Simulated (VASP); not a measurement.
# SnSe2 (Fm-3m) in VASP: settings compared, part 2 of 3

VASP 6.6.1. Earlier steps stand in the parts before.

## Step 3: Relaxation of cell and atoms, PBE

This run uses another cell than the first one, of 22.76 Å³/atom, 0.835 times its volume.

INCAR

```
SYSTEM = SnSe2
PREC = Accurate ; ENCUT = 600
EDIFF = 1E-7 ; ISMEAR = -1
SIGMA = 0.02 ; LREAL = .FALSE.
LASPH = .TRUE. ; NELM = 100
ALGO = Normal ; ISIF = 3
LWAVE = .FALSE. ; LCHARG = .FALSE.
GGA = PE ; IBRION = 2
NSW = 80 ; EDIFFG = -0.005
```

KPOINTS

```
Automatic mesh
0
G
  6 6 6
  0 0 0
```

POSCAR

```
SnSe2
1.0
    0.0000000000      3.2439730379      3.2439730379
    3.2439730379      0.0000000000      3.2439730379
    3.2439730379      3.2439730379      0.0000000000
Sn Se
1 2
Direct
    0.0000000000      0.0000000000      0.0000000000
    0.2500000000      0.2500000000      0.2500000000
    0.7500000000      0.7500000000      0.7500000000
```

Potentials or basis: VASP PAW PBE potentials, release 64 (Sn_d, Se).

Command:

```console
cat potpaw_PBE.64/Sn_d/POTCAR potpaw_PBE.64/Se/POTCAR > POTCAR
mpirun -np 1 vasp_std > vasp.out
```

OUTCAR:

```text
SYSTEM = SnSe2
   PREC = Accurate
   ENCUT = 600
   EDIFF = 1E-7
   ISMEAR = -1
   LREAL = .FALSE.
   LASPH = .TRUE.
   NELM = 100
   ISIF = 3
   GGA = PE
   IBRION = 2
   NSW = 80
   EDIFFG = -0.005

 ion  position               nearest neighbor table
   1  0.000  0.000  0.000-   3 2.81   3 2.81   3 2.81   2 2.81   3 2.81   2 2.81   2 2.81   2 2.81

   2  0.250  0.250  0.250-   1 2.81   1 2.81   1 2.81   1 2.81
   3  0.750  0.750  0.750-   1 2.81   1 2.81   1 2.81   1 2.81

  LATTYP: Found a face centered cubic cell.
 ALAT       =     6.4879460758

  Lattice vectors:

 A1 = (   0.0000000000,   3.2439730379,   3.2439730379)
 A2 = (   3.2439730379,   0.0000000000,   3.2439730379)
 A3 = (   3.2439730379,   3.2439730379,   0.0000000000)

Analysis of symmetry for initial positions (statically):
=====================================================================
 Subroutine PRICEL returns:
 Original cell was already a primitive cell.

 Routine SETGRP: Setting up the symmetry group for a
 face centered cubic supercell.

 Subroutine GETGRP returns: Found 48 space group operations
 (whereof 48 operations were pure point group operations)
 out of a pool of 48 trial point group operations.

The static configuration has the point symmetry O_h .

Analysis of symmetry for dynamics (positions and initial velocities):
=====================================================================
 Subroutine PRICEL returns:
 Original cell was already a primitive cell.

 Routine SETGRP: Setting up the symmetry group for a
 face centered cubic supercell.

 Subroutine GETGRP returns: Found 48 space group operations
 (whereof 48 operations were pure point group operations)
 out of a pool of 48 trial point group operations.

The dynamic configuration has the point symmetry O_h .

 Subroutine INISYM returns: Found 48 space group operations
 (whereof 48 operations are pure point group operations),
 and found     1 'primitive' translations

----------------------------------------------------------------------------------------

                                     Primitive cell

  volume of cell :      68.2750

  direct lattice vectors                    reciprocal lattice vectors
     0.000000000  3.243973038  3.243973038    -0.154131984  0.154131984  0.154131984
     3.243973038  0.000000000  3.243973038     0.154131984 -0.154131984  0.154131984
     3.243973038  3.243973038  0.000000000     0.154131984  0.154131984 -0.154131984

  length of vectors
     4.587670666  4.587670666  4.587670666     0.266964427  0.266964427  0.266964427

  position of ions in fractional coordinates (direct lattice)
     0.000000000  0.000000000  0.000000000
     0.250000000  0.250000000  0.250000000
     0.750000000  0.750000000  0.750000000

  ion indices of the primitive-cell ions
   primitive index   ion index
                 1           1
                 2           2
                 3           3

----------------------------------------------------------------------------------------

 KPOINTS: Automatic mesh

Automatic generation of k-mesh.
 Grid dimensions read from file:
 generate k-points for:    6    6    6

 Generating k-lattice:

  Cartesian coordinates                     Fractional coordinates (reciprocal lattice)
    -0.025688664  0.025688664  0.025688664     0.166666667  0.000000000  0.000000000
     0.025688664 -0.025688664  0.025688664     0.000000000  0.166666667  0.000000000
     0.025688664  0.025688664 -0.025688664     0.000000000  0.000000000  0.166666667

  Length of vectors
     0.044494071  0.044494071  0.044494071

  Shift w.r.t. Gamma in fractional coordinates (k-lattice)
     0.000000000  0.000000000  0.000000000

 Subroutine IBZKPT returns following result:
 ===========================================

 Found     16 irreducible k-points:

 Following reciprocal coordinates:
            Coordinates               Weight
  0.000000  0.000000  0.000000      1.000000
  0.166667  0.000000  0.000000      8.000000
  0.333333  0.000000  0.000000      8.000000
  0.500000  0.000000  0.000000      4.000000
  0.166667  0.166667  0.000000      6.000000
  0.333333  0.166667  0.000000     24.000000
[... 8 lines left out ...]
 -0.333333  0.333333  0.166667     24.000000
 -0.333333  0.500000  0.166667     12.000000
   k-points           NKPTS =     16   k-points in BZ     NKDIM =     16   number of bands    NBANDS=     17
   number of dos      NEDOS =    301   number of ions     NIONS =      3
   total plane-waves  NPLWV =  64000
   dimension x,y,z NGX =    40 NGY =   40 NGZ =   40
   dimension x,y,z NGXF=    80 NGYF=   80 NGZF=   80
   ions per type =               1   2
   NGX,Y,Z   is equivalent  to a cutoff of  14.50, 14.50, 14.50 a.u.
   NGXF,Y,Z  is equivalent  to a cutoff of  28.99, 28.99, 28.99 a.u.
 SYSTEM =  SnSe2
   PREC   = accura    normal or accurate (medium, high low for compatibility)
   ISTART =      0    job   : 0-new  1-cont  2-samecut
   ICHARG =      2    charge: 1-file 2-atom 10-const
   ISPIN  =      1    spin polarized calculation?
   LNONCOLLINEAR =      F non collinear calculations
   LSORBIT =      F    spin-orbit coupling
   LASPH  =      T    aspherical Exc in radial PAW
   ENCUT  =  600.0 eV  44.10 Ry    6.64 a.u.   9.16  9.16  9.16*2*pi/ulx,y,z
   NELM   =    100;   NELMIN=  2; NELMDL= -5     # of ELM steps
   EDIFF  = 0.1E-06   stopping-criterion for ELM
   LREAL  =      F    real-space projection
   EDIFFG = -.5E-02   stopping-criterion for IOM
   NSW    =     80    number of steps for IOM
   IBRION =      2    ionic relax: 0-MD 1-quasi-New 2-CG
   NFREE  =      1    steps in history (QN), initial steepest desc. (CG)
   ISIF   =      3    stress and relaxation
   ISYM   =      2    0-nonsym 1-usesym 2-fastsym
   POTIM  = 0.5000    time-step for ionic-motion
   TEBEG  =    0.0;   TEEND  =   0.0 temperature during run
   PSTRESS=    0.0 pullay stress
   NELECT =      26.0000    total number of electrons
   NUPDOWN=      -1.0000    fix difference up-down
   EMIN   =  10.00;   EMAX   =-10.00  energy-range for DOS
   EFERMI =   0.00;   METHOD = LEGACY
   ISMEAR =    -1;   SIGMA  =   0.02  broadening in eV -4-tet -1-fermi 0-gaus
   EFERMI_NEDOS =   21; number of points for ismear=-14 and -15
   IALGO  =     38    algorithm
   IMIX   =      4    mixing-type and parameters
     AMIX     =   0.40;   BMIX     =  1.00
     AMIX_MAG =   1.60;   BMIX_MAG =  1.00
  volume/ion in A,a.u.               =      22.76       153.58
  Fermi-wavevector in a.u.,A,eV,Ry     =   1.186621  2.242389 19.157949  1.408070
  Thomas-Fermi vector in A             =   2.322790
   LORBIT       =      0    0 simple, 1 ext, 2 COOP (PROOUT), +10 PAW based schemes
   GGA     = PE    functional components
   LHFCALC =     F    Hartree Fock is set to
   AEXX    =    0.0000 exact exchange contribution
   IVDW    =     0    specifies the selected vdW correction
   LEPSILON=     F    determine dielectric tensor
   LRPA    =     F    only Hartree local field effects (RPA)
 conjugate gradient relaxation of ions
 non-spin polarized calculation
  energy-cutoff  :      600.00
  volume of cell :       68.27
 maximum number of plane-waves:      2301
 NGX is ok and might be reduce to    40
   NGX = 19   NGY = 19   NGZ = 19

--------------------------------------- Ionic step        1  -------------------------------------------

 number of electron      26.0000002 magnetization

 Free energy of the ion-electron system (eV)
  ---------------------------------------------------
  ext. energy  EPLUGINS =         0.00000000
  ---------------------------------------------------
  free energy    TOTEN  =       -10.10645285 eV

  energy without entropy =      -10.09849056  energy(sigma->0) =      -10.10247170

 E-fermi :   6.3025     XC(G=0): -10.1523

 val. band max:        6.2786121379   @ k =   0.1667   0.0000   0.0000
 cond. band min:       6.3139579625   @ k =   0.5000   0.3333   0.1667
 fundamental gap:      0.0353458246
 Fermi energy:         6.3025341568

 k-point     1 :       0.0000    0.0000    0.0000
  band No.  band energies     occupation
      1     -15.3476      2.00000
      2     -15.3476      2.00000
      3     -15.3476      2.00000
      4     -15.3096      2.00000
      5     -15.3096      2.00000
      6      -8.9105      2.00000
[... 9 lines left out ...]
     16       8.0549      0.00000
     17       8.0549      0.00000
[... 443 lines left out ...]
  energy  without entropy=      -10.5494162221  energy(sigma->0) =      -10.55435893

--------------------------------------- Ionic step        5  -------------------------------------------

 number of electron      26.0000000 magnetization

 Free energy of the ion-electron system (eV)
  ---------------------------------------------------
  ext. energy  EPLUGINS =         0.00000000
  ---------------------------------------------------
  free energy    TOTEN  =       -10.55932024 eV

  energy without entropy =      -10.54944033  energy(sigma->0) =      -10.55438028

 E-fermi :   4.1856     XC(G=0):  -9.3158

 val. band max:        4.1814151333   @ k =  -0.3333   0.3333   0.1667
 cond. band min:       4.2073818121   @ k =   0.5000   0.3333   0.1667
 fundamental gap:      0.0259666789
 Fermi energy:         4.1855834991

 k-point     1 :       0.0000    0.0000    0.0000
  band No.  band energies     occupation
      1     -17.1707      2.00000
      2     -17.1707      2.00000
      3     -17.1707      2.00000
      4     -17.1578      2.00000
      5     -17.1578      2.00000
      6      -9.6524      2.00000
[... 9 lines left out ...]
     16       6.2357      0.00000
     17       6.2357      0.00000
[... 328 lines left out ...]
  FREE ENERGIE OF THE ION-ELECTRON SYSTEM (eV)
  ---------------------------------------------------
  free  energy   TOTEN  =       -10.5593202426 eV

  energy  without entropy=      -10.5494403253  energy(sigma->0) =      -10.55438028

 reached required accuracy - stopping structural energy minimisation
```

Wall time 94 s (1 thread of Intel Xeon Platinum 8559C (Emerald Rapids), shared host); peak memory 0.25 GiB.

What came out:

```yaml
Free_energy: -10.5593 eV
Relaxed_volume: 27.26 Å³/atom
Relaxed_cell: a = 4.872 Å, b = 4.872 Å, c = 4.872 Å, α = 60.00°, β = 60.00°, γ = 60.00°
Space_group_after_relaxing_to_0.05_Å: Fm-3m (No. 225)
Energy_gained_by_relaxing: 151.0 meV/atom
Ionic_steps: 5
Pressure_after_relaxing: 0.0 GPa
Band_gap_on_the_k_mesh: none (metal or under the smearing width)
```

Step by step:
```csv
step,energy change (eV),largest force (eV/Å),pressure (GPa),volume (Å³)
1,0.0000,0.0000,12.95,68.27
2,-0.3949,0.0000,-2.73,88.11
3,-0.4528,0.0000,0.10,81.60
4,-0.4528,0.0000,-0.05,81.88
5,-0.4529,0.0000,0.00,81.78
```

Final structure:
```cif
data_structure
_symmetry_space_group_name_H-M 'P 1'
_symmetry_Int_Tables_number 1
_cell_length_a 4.8722
_cell_length_b 4.8722
_cell_length_c 4.8722
_cell_angle_alpha 60.000
_cell_angle_beta 60.000
_cell_angle_gamma 60.000
_cell_volume 81.78
loop_
_atom_site_label
_atom_site_type_symbol
_atom_site_fract_x
_atom_site_fract_y
_atom_site_fract_z
_atom_site_occupancy
Sn1 Sn 0.00000 0.00000 0.00000 1
Se1 Se 0.25000 0.25000 0.25000 1
Se2 Se 0.75000 0.75000 0.75000 1
```

Caveat: the volume moved by over 15 % at a fixed basis, so the end points are rough.

## Step 4: Single point, r2SCAN

This run uses another cell than the first one, of 26.36 Å³/atom, 0.967 times its volume.

POSCAR

```
SnSe2
1.0
    0.0000000000      3.4068553671      3.4068553671
    3.4068553671      0.0000000000      3.4068553671
    3.4068553671      3.4068553671      0.0000000000
Sn Se
1 2
Direct
    0.0000000000      0.0000000000      0.0000000000
    0.2500000000      0.2500000000      0.2500000000
    0.7500000000      0.7500000000      0.7500000000
```

INCAR.step1

```
SYSTEM = SnSe2
  PREC = Accurate
  ENCUT = 520
  ISMEAR = -1
  SIGMA = 0.02
  LREAL = .FALSE.
  LASPH = .TRUE.
  NELM = 100
  NBANDS = 20
  GGA = PE
  ALGO = Normal
  EDIFF = 1E-4
  LWAVE = .TRUE.
  LCHARG = .FALSE.
```

INCAR.step2

```
SYSTEM = SnSe2
  PREC = Accurate
  ENCUT = 520
  EDIFF = 1E-6
  ISMEAR = -1
  SIGMA = 0.02
  LREAL = .FALSE.
  LASPH = .TRUE.
  NELM = 100
  ALGO = Normal
  ISIF = 2
  LWAVE = .FALSE.
  LCHARG = .TRUE.
  METAGGA = R2SCAN
  LMIXTAU = .TRUE.
  LELF = .TRUE.
  LVHAR = .TRUE.
  NBANDS = 20
  ISTART = 1
```

KPOINTS

```
regular mesh
0
G
  6 6 6
  0 0 0
```

Command:

```console
cat potpaw_PBE.64/Sn_d/POTCAR potpaw_PBE.64/Se/POTCAR > POTCAR
cp INCAR.step1 INCAR
mpirun -np 1 vasp_std > vasp.out
cp INCAR.step2 INCAR
mpirun -np 1 vasp_std > vasp.out
```

It took 62 s on 1 thread of Intel Xeon Platinum 8559C (Emerald Rapids), shared host; peak memory 0.22 GiB.

It converged, with:

```
Free energy            : -52.9368 eV
Pressure               : 0.0 GPa
Band gap on the k mesh : none (metal or under the smearing width)
```

Levels at points of the mesh, in eV from the Fermi level:
| k point | band 9 | band 10 | band 11 | band 12 | band 13 | band 14 | band 15 | band 16 | band 17 | band 18 |
| --- | --- | --- | --- | --- | --- | --- | --- | --- | --- | --- |
| (0.00, 0.00, 0.00) | -2.99 | -2.99 | -2.99 | -1.57 | -1.57 | -1.57 | 2.22 | 2.22 | 2.22 | 6.49 |
| (0.50, 0.00, 0.00) | -3.32 | -3.32 | -3.00 | -2.16 | -2.16 | 1.23 | 4.38 | 4.38 | 6.01 | 6.94 |
| (0.50, 0.50, 0.00) | -4.83 | -4.83 | -1.14 | 0.14 | 0.14 | 0.67 | 3.01 | 5.74 | 5.74 | 6.91 |

Caveat: the PAW data sets were made with another functional, which shifts forces and pressure a little.

## Step 5: Single point, HSE06

This run uses another cell than the first one, of 26.36 Å³/atom, 0.967 times its volume.

POSCAR is that of step 4.

INCAR.step1

```
SYSTEM = SnSe2
PREC = Accurate
ENCUT = 520
EDIFF = 1E-5
ISMEAR = -1
SIGMA = 0.02
LREAL = .False.
LASPH = .True.
NELM = 100
ALGO = Normal
ISIF = 2
LWAVE = .True.
LCHARG = .False.
NBANDS = 20
GGA = PE
```

INCAR.step2

```
SYSTEM = SnSe2
PREC = Accurate
ENCUT = 520
EDIFF = 1E-6
ISMEAR = -1
SIGMA = 0.02
LREAL = .False.
LASPH = .True.
NELM = 100
ALGO = Normal
ISIF = 2
LWAVE = .False.
LCHARG = .False.
GGA = PE
LHFCALC = .True.
HFSCREEN = 0.2079
PRECFOCK = Normal
NBANDS = 20
ISTART = 1
```

KPOINTS

```
Automatic mesh
0
Gamma
  4 4 4
  0 0 0
```

Command:

```console
cat potpaw_PBE.64/Sn_d/POTCAR potpaw_PBE.64/Se/POTCAR > POTCAR
cp INCAR.step1 INCAR
mpirun -np 1 vasp_std > vasp.out
cp INCAR.step2 INCAR
mpirun -np 1 vasp_std > vasp.out
```

It took 18 min on 1 thread of Intel Xeon Platinum 8559C (Emerald Rapids), shared host; peak memory 0.32 GiB.

The run converged. Its results:

```yaml
Free_energy: -12.6960 eV
Pressure: -1.2 GPa
Band_gap_on_the_k_mesh: none (metal or under the smearing width)
```

Levels at points of the mesh, in eV from the Fermi level:
```tsv
k point	band 9	band 10	band 11	band 12	band 13	band 14	band 15	band 16	band 17	band 18
(0.00, 0.00, 0.00)	-3.43	-3.43	-3.43	-1.87	-1.87	-1.87	2.32	2.32	2.32	6.41
(0.50, 0.00, 0.00)	-3.78	-3.78	-3.41	-2.54	-2.54	1.32	4.59	4.59	6.24	7.22
(0.50, 0.50, 0.00)	-5.40	-5.40	-1.27	0.02	0.02	0.61	3.00	5.99	5.99	7.15
```

Caveat: the k mesh is coarse (spacing up to 0.40 Å⁻¹), so the values aren't converged, least of all with exact exchange; the PAW data sets were made with another functional, which shifts forces and pressure a little.

(Part 2 of 3 ends here.)
